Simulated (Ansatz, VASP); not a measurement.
## Sr: VASP beside Ansatz

```
Sr
1.0
    -2.21619    2.21619    2.21619
     2.21619   -2.21619    2.21619
     2.21619    2.21619   -2.21619
Sr
1
Direct
  0.00000 0.00000 0.00000
```

Change from the starting cell: volume scaled by 0.85, LAPW.

Alike in both runs: task single point; functional PBEsol; k mesh 11 × 11 × 11; occupations fermi-dirac, width 0.08 eV; no spin polarisation.

|  | VASP | Ansatz |
| --- | --- | --- |
| version | VASP 6.6.1 | Ansatz 0.2.0 |
| potentials or method | VASP PAW PBE potentials, release 64 (Sr_sv), cutoff 520 eV | all-electron LAPW, scalar-relativistic |

|  | VASP | Ansatz | Ansatz less VASP |
| --- | --- | --- | --- |
| pressure (GPa) | 2.6 | 2.6 | -0.02 |

Ansatz ran all-electron here, so the differences hold the error of VASP's frozen core and of both bases.

Caveats: the PAW data sets were made with another functional, which shifts forces and pressure a little (VASP).
